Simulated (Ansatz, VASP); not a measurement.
# AlN: VASP beside Ansatz

One calculation is typed for both programs; each brings its own data sets and cutoff. How far apart do they land?

Calculated with Ansatz 0.2.0; plane waves, with VASP 6.6.1 beside it; band structure at LDA.

The database entry behind the starting cell differs from later determinations by our own check (inner coordinate u about 0.002 short), so it need not match the best structure at ambient conditions.

**1. Starting point**

The structure is hexagonal, space group P6_3mc (No. 186). Conventional cell: a = 3.113 Å, b = 3.113 Å, c = 4.981 Å, α = 90.00°, β = 90.00°, γ = 120.00°. Nearest to Al lie 4 N at 1.89 to 1.90 Å. Nearest to N lie 4 Al at 1.89 to 1.90 Å. Farther neighbours and most contacts between anions are not listed.

**2. Ansatz: band structure, LDA**

Ansatz runs on its default PAW (the set named soft_2) files.

The same path points are solved in both programs, so levels can be compared one by one.

Input file input.yaml:

```yaml
crystal:
  lattice:
    - [3.113, 0.0, 0.0]
    - [-1.5565, 2.695937082, 0.0]
    - [0.0, 0.0, 4.981]
  atoms:
    - { symbol: Al, position: [0.6666666667, 0.3333333333, 0.4990517037] }
    - { symbol: Al, position: [0.3333333333, 0.6666666667, 0.9990517037] }
    - { symbol: "N", position: [0.6666666667, 0.3333333333, 0.8809482963] }
    - { symbol: "N", position: [0.3333333333, 0.6666666667, 0.3809482963] }
hamiltonian:
  xc: lda
  pseudopotentials: { kind: paw }
kpoints:
  mp_grid: { grid: [6, 6, 6] }
  band_path:
    path:
      - [0.0, 0.0, 0.0]
      - [0.13636, 0.0, 0.0]
      - [0.31818, 0.0, 0.0]
      - [0.5, 0.0, 0.0]
      - [0.4697, 0.06061, 0.0]
      - [0.40909, 0.18182, 0.0]
      - [0.34848, 0.30303, 0.0]
      - [0.30303, 0.30303, 0.0]
      - [0.18182, 0.18182, 0.0]
      - [0.06061, 0.06061, 0.0]
      - [0.0, 0.0, 0.0]
      - [0.0, 0.0, 0.18182]
      - [0.0, 0.0, 0.36364]
      - [0.0, 0.0, 0.5]
      - [0.13636, 0.0, 0.5]
      - [0.31818, 0.0, 0.5]
      - [0.5, 0.0, 0.5]
      - [0.4697, 0.06061, 0.5]
      - [0.40909, 0.18182, 0.5]
      - [0.34848, 0.30303, 0.5]
      - [0.30303, 0.30303, 0.5]
      - [0.18182, 0.18182, 0.5]
      - [0.06061, 0.06061, 0.5]
      - [0.5, 0.0, 0.5]
      - [0.5, 0.0, 0.31818]
      - [0.5, 0.0, 0.13636]
      - [0.5, 0.0, 0.0]
      - [0.33333, 0.33333, 0.13636]
      - [0.33333, 0.33333, 0.31818]
      - [0.33333, 0.33333, 0.5]
    npoints: 1
scf:
  occupations: { method: gaussian, width: 0.01 }
  n_extra_bands: 8
output:
  forces: true
  stress: true
  eigenvalues: true
```

Command:

```console
> ansatz run input.yaml --threads 2 --pin off --max-ram 4608MiB --backend cpu --events-out ev --progress --plain --runs-dir out
```

Numbers of over 12 decimals in the logs are rounded to 6 here.

The log of the run:

```text
scf.n_extra_bands = 8 over 8 filled bands (N_el = 16.0): the run solves 16 bands
Engine: ansatz 0.2.0, x86_64-unknown-linux-gnu
Pseudopotentials: kind: paw
Pseudopotential: Al, paw, valence charge 3, recommended cutoff 420 eV (normal), Al.paw.azcp
Pseudopotential: N, paw, valence charge 5, recommended cutoff 420 eV (normal), N.paw.azcp
Functional definition: SPW92
  exchange = slater_x
  correlation = pw_c
Crystal: 4 atoms, lattice volume = 41.803 Å³
Basis set: ecut = 420 eV, 809 PW (Γ)
Bands: 16, of which v1, the nominal top of the filled ones, is band 8 counted from 1 (7 counted from 0)
Symmetry: 12 space group operations
Space group: P63mc (ITA 186), of the structure as read, at distance tolerance 3.5e-5 Å
k-points: 28 of 216 (time reversal used)
Non-local potential: Al, projectors of the file, l = 0: 2, l = 1: 2, l = 2: 1
Non-local potential: N, projectors of the file, l = 0: 2, l = 1: 2, l = 2: 1
PAW form: soft (Blöchl's): semilocal exchange-correlation on the pseudo side does not see the compensation charge
PAW frozen core: Al, regenerated for the run's functional, and the local potential with it (the file was generated under x = pbe(κ = 0.804, μ = 0.219515), c = pbe(β = 0.066725))
PAW frozen core: N, regenerated for the run's functional, and the local potential with it (the file was generated under x = pbe(κ = 0.804, μ = 0.219515), c = pbe(β = 0.066725))
PAW one-centre angular grid: Al, 110 points (default); XC on 64 Gauss nodes
PAW one-centre angular grid: N, 110 points (default); XC on 64 Gauss nodes
Initial density: superposition of atomic densities (neutral atoms: chi_scale 0, normalization atom), corrected by the library's trained network
Initial wavefunctions: pseudopotential atomic-orbital guess
Functional: x = slater, c = lda
SCF iter   1: F=—  HF=-1779.711087 eV  |F-HF|=—  |Δ(HF+E_count)|=         —  Δρ=9.25e-3  dr2=4.12e-2  ethr=1.77e-3  ⟨swp⟩=6.2  Hψ=2725  notcnv=0
preconditioner: auto → none  [insulator: Δε(μ)=4.133 eV  Ē_g=15.112 eV  σ=0.010 eV  W_gap=1.00  n_scr=2 (ndim 8)  ℏωp=23.0 eV  f_vac=0.000  D(μ)=0.00/eV (n_scr^D=0)  ε∞_Penn≈3.3]
SCF iter   2: F=—  HF=-1779.699703 eV  |F-HF|=—  |Δ(HF+E_count)|=   1.14e-2  Δρ=3.15e-3  dr2=4.27e-3  ethr=2.58e-4  ⟨swp⟩=2.0  Hψ=779  notcnv=0  defer=62
SCF iter   3: F=—  HF=-1779.698361 eV  |F-HF|=—  |Δ(HF+E_count)|=   1.34e-3  Δρ=5.17e-4  dr2=4.40e-5  ethr=2.67e-5  ⟨swp⟩=2.4  Hψ=667  notcnv=0  defer=79
SCF iter   4: F=—  HF=-1779.698346 eV  |F-HF|=—  |Δ(HF+E_count)|=   1.46e-5  Δρ=3.51e-5  dr2=3.22e-7  ethr=2.75e-7  ⟨swp⟩=2.4  Hψ=603  notcnv=0  defer=79
iter 5 did not close the SCF: its close was put off for the readings that it lacked (scf_convergence_deferred on its scf_iter line)
SCF iter   5: F=-1779.698346 eV  HF=-1779.698346 eV  |F-HF|=2.99e-10  |Δ(HF+E_count)|=   9.38e-8  Δρ=3.54e-6  dr2=1.87e-9  ethr=2.01e-9  ⟨swp⟩=2.3  Hψ=554  notcnv=0  defer=79
SCF iter   6: F=-1779.698346 eV  HF=-1779.698346 eV  |F-HF|=3.87e-12  |Δ(HF+E_count)|=  1.08e-10  Δρ=2.38e-7  dr2=1.46e-11  ethr=1.17e-11  ⟨swp⟩=4.9  Hψ=2031  notcnv=0
SCF 1 converged in 6 iterations: F = -1779.698346 eV  dr2 = 1.46e-11
  greatest PAW one-centre occupation: 0.780 electrons in one spin orbital (limit 2), on the N atom at site 3 (counted from 0), in its partial waves of l = 0
NSCF: frozen V_eff on 30 k-points
SCF converged after 6 iterations
Free energy (F): -1779.698346 eV
Harris-Foulkes:  -1779.698346 eV  (|F-HF|=3.87e-12)
Internal energy: -1779.698346 eV  (E = F + TS)
E sigma→0 (E₀):  -1779.698346 eV
Fermi energy:    8.958512 eV
--- Per-component energies (eV) ---
  E_band       = 26.261602
  E_kinetic    = 317.472651
  E_local      = -449.497343  (includes V_loc(G=0)·N_el)
  E_nonlocal   = 114.794048
  E_hartree    = 153.846116
  E_xc         = -201.051698
  E_vxc        = -215.005219  (∫ρ·V_xc dr)
  E_paw        = -1123.864807  (= ΣΔE_a)
  E_vpaw       = -49.194934  (= ΣTr[D̂ρ^β])
  E_aug_tail   = 0.000181  (compensation charges beyond the density's cutoff)
  E_ewald      = -591.669015
  E_core_change = 0.271521  (= ΣΔE_core)
  E_smearing   = -0.000000  (= −TS)
  E_closure    = 0.000000  (closes the sum)
  Σ components = -1779.698346   (vs F -1779.698346, Δ=0.00e0)
--- Forces (eV/Å), atoms counted from 1 ---
  atom   1  Al     0.00000000     0.00000000     0.00072334
  atom   2  Al     0.00000000    -0.00000000     0.00072334
  atom   3  N     -0.00000000    -0.00000000    -0.00072803
  atom   4  N     -0.00000000     0.00000000    -0.00072803
  max |Σ_I F_I| component: 9.38e-6 eV/Å
--- Stress (GPa, compression-positive) ---
       -4.851032       0.000000      -0.000000
        0.000000      -4.851032       0.000000
       -0.000000       0.000000      -4.405360
  P = ⅓ Tr σ = -4.7025 GPa (-47.025 kbar)
--- Band table (eV; the first three rows and the last of 28) ---
  k-point 0: bands = [... 4 lower, 5.9771, 6.6317, 6.6317, 6.8535, 11.0635, 13.3843, 17.3221, 17.7948, ... 4 higher]
  k-point 1: bands = [... 4 lower, 6.0189, 6.2555, 6.5851, 6.5851, 11.5464, 13.4574, 17.1448, 17.7652, ... 4 higher]
  k-point 2: bands = [... 4 lower, 6.1334, 6.1334, 6.4604, 6.4604, 12.4770, 13.5413, 16.8522, 17.8060, ... 4 higher]
  k-point 27: bands = [... 4 lower, 2.9552, 2.9552, 6.0520, 6.0520, 14.1388, 14.1388, 14.5512, 14.5512, ... 4 higher]
```

Run time: 0.81 s. Hardware: 2 threads of Intel Xeon 6975P-C (Granite Rapids), shared host; peak memory 0.34 GiB.

**3. VASP: band structure, LDA**

The same cell, functional (in two slightly different forms), mesh and smearing now go to VASP, with its own data sets and cutoff.

Lines of VASP's logs that name or quote its potential files are left out, and so is its time.

Input file INCAR:

```
SYSTEM = AlN
PREC = Accurate
ENCUT = 450
EDIFF = 1E-08
NELM = 100
ISMEAR = 0
SIGMA = 0.01
LREAL = .FALSE.
ALGO = Normal
GGA = CA
NBANDS = 14
LORBIT = 11
LWAVE = .TRUE.
LCHARG = .FALSE.
KPAR = 8
```

Input file POSCAR:

```
AlN
1.0
    3.1130000000      0.0000000000      0.0000000000
   -1.5565000000      2.6959370820      0.0000000000
    0.0000000000      0.0000000000      4.9810000000
Al N
2 2
Direct
    0.6666666667      0.3333333333      0.4990517037
    0.3333333333      0.6666666667      0.9990517037
    0.6666666667      0.3333333333      0.8809482963
    0.3333333333      0.6666666667      0.3809482963
```

Input file KPOINTS:

```
Automatic mesh
0
Gamma
6 6 6
0 0 0
```

Input file KPOINTS_OPT:

```
Line mode
12
Line-mode
Reciprocal
  0.00000000   0.00000000   0.00000000 GAMMA
  0.50000000   0.00000000   0.00000000 M

  0.50000000   0.00000000   0.00000000 M
  0.33333333   0.33333333   0.00000000 K

  0.33333333   0.33333333   0.00000000 K
  0.00000000   0.00000000   0.00000000 GAMMA

  0.00000000   0.00000000   0.00000000 GAMMA
  0.00000000   0.00000000   0.50000000 A

  0.00000000   0.00000000   0.50000000 A
  0.50000000   0.00000000   0.50000000 L

  0.50000000   0.00000000   0.50000000 L
  0.33333333   0.33333333   0.50000000 H

  0.33333333   0.33333333   0.50000000 H
  0.00000000   0.00000000   0.50000000 A

  0.50000000   0.00000000   0.50000000 L
  0.50000000   0.00000000   0.00000000 M

  0.33333333   0.33333333   0.00000000 K
  0.33333333   0.33333333   0.50000000 H
```

PAW data sets: Al_GW and N_GW (LDA family, release 64).

Command:

```console
> mpirun -np 8 vasp_std
```

The log of the run:

```text
[banner, memory and clock lines left out]
running    8 mpi-ranks, on    1 nodes
 distrk:  each k-point on    1 cores,    8 groups
 distr:  one band on    1 cores,    1 groups

 POSCAR found type information on POSCAR AlN
 POSCAR found :  2 types and       4 ions
|                                                                             |
|           W    W    AA    RRRRR   N    N  II  N    N   GGGG   !!!           |
|           W    W   A  A   R    R  NN   N  II  NN   N  G    G  !!!           |
|           W    W  A    A  R    R  N N  N  II  N N  N  G       !!!           |
|           W WW W  AAAAAA  RRRRR   N  N N  II  N  N N  G  GGG   !            |
|           WW  WW  A    A  R   R   N   NN  II  N   NN  G    G                |
|           W    W  A    A  R    R  N    N  II  N    N   GGGG   !!!           |
|                                                                             |
|     For optimal performance we recommend to set                             |
|       NCORE = 2 up to number-of-cores-per-socket                            |
|     NCORE specifies how many cores store one orbital (NPAR=cpu/NCORE).      |
|     This setting can greatly improve the performance of VASP for DFT.       |
|     The default, NCORE=1 might be grossly inefficient on modern             |
|     multi-core architectures or massively parallel machines. Do your        |
|     Unfortunately you need to use the default for GW and RPA                |
|     calculations (for HF NCORE is supported but not extensively tested      |
|     yet).                                                                   |
|                                                                             |

 LDA part: xc-table for (Slater(with rela. corr.)+CA(PZ))
 , standard interpolation
 POSCAR, INCAR and KPOINTS ok, starting setup
 FFT: planning ... GRIDC
 FFT: planning ... GRID_SOFT
 FFT: planning ... GRID
 WAVECAR not read
 entering main loop
       N       E                     dE             d eps       ncg     rms          rms(c)
DAV:   1     0.542803810590E+02    0.54280E+02   -0.68676E+03   784   0.922E+02
DAV:   2    -0.337844635693E+02   -0.88065E+02   -0.78902E+02  1250   0.260E+02
DAV:   3    -0.377747292431E+02   -0.39903E+01   -0.39647E+01  1078   0.492E+01
DAV:   4    -0.378263241063E+02   -0.51595E-01   -0.51579E-01   960   0.736E+00
DAV:   5    -0.378278046504E+02   -0.14805E-02   -0.14804E-02  1072   0.109E+00    0.122E+01
DAV:   6    -0.329816585260E+02    0.48461E+01   -0.13739E+01  1182   0.362E+01    0.304E+00
DAV:   7    -0.329299672421E+02    0.51691E-01   -0.66312E-01   898   0.544E+00    0.209E+00
DAV:   8    -0.328776338095E+02    0.52333E-01   -0.14777E-01   970   0.568E+00    0.665E-01
DAV:   9    -0.328696671672E+02    0.79666E-02   -0.35084E-02  1246   0.201E+00    0.101E-01
DAV:  10    -0.328697013537E+02   -0.34187E-04   -0.90720E-04   970   0.268E-01    0.556E-02
DAV:  11    -0.328696675325E+02    0.33821E-04   -0.13397E-04  1264   0.130E-01    0.811E-03
DAV:  12    -0.328696674989E+02    0.33582E-07   -0.92219E-07   970   0.896E-03    0.567E-03
DAV:  13    -0.328696667885E+02    0.71041E-06   -0.23820E-06  1284   0.161E-02    0.137E-04
DAV:  14    -0.328696667693E+02    0.19182E-07   -0.53346E-08   976   0.182E-03    0.111E-04
DAV:  15    -0.328696667656E+02    0.36804E-08   -0.64039E-10   764   0.261E-04
   1 F= -.32869667E+02 E0= -.32869667E+02  d E =-.103737E-18
 Start KPOINTS_OPT (optional k-point list driver)
k-point batch [1-28\108]
       N       E                     dE             ncg
DAV:   1     0.194472442619E+04   -0.11708E+05      784
DAV:   2    -0.175303969261E+02   -0.19623E+04     1168
DAV:   3    -0.116153425390E+03   -0.98623E+02     1066
DAV:   4    -0.117850714058E+03   -0.16973E+01      986
DAV:   5    -0.117907332856E+03   -0.56619E-01     1100
DAV:   6    -0.117910217693E+03   -0.28848E-02     1106
DAV:   7    -0.117910301041E+03   -0.83349E-04     1118
DAV:   8    -0.117910304173E+03   -0.31320E-05     1058
DAV:   9    -0.117910304346E+03   -0.17223E-06      942
DAV:  10    -0.117910304353E+03   -0.72170E-08      770
[...]
k-point batch [85-108\108]
       N       E                     dE             ncg
DAV:   1     0.237695272752E+04   -0.13573E+05      672
DAV:   2     0.784720859546E+03   -0.15922E+04      952
DAV:   3     0.694289339290E+03   -0.90432E+02      954
DAV:   4     0.692633370788E+03   -0.16560E+01      800
DAV:   5     0.692578426741E+03   -0.54944E-01      962
DAV:   6     0.692575668879E+03   -0.27579E-02      880
DAV:   7     0.692575541287E+03   -0.12759E-03      996
DAV:   8     0.692575537427E+03   -0.38602E-05      908
DAV:   9     0.692575537255E+03   -0.17186E-06      832
DAV:  10     0.692575537244E+03   -0.11572E-07      698
DAV:  11     0.692575537241E+03   -0.20798E-08      768
 writing wavefunctions
```

(Part 1 of 2 ends here.)

[Lines on the potential files, build, host, timing and source positions are cut from VASP's logs without a mark.]

[Logs are printed without paths, hosts, clocks, repeated set-up lines and the standing remarks that a program may print on its own settings, such as how far it seeks lower states.]

[Hosts, paths, dates, database ids (printed as entryN), source tags and the programs' standing remarks are cut or masked in the printed files.]
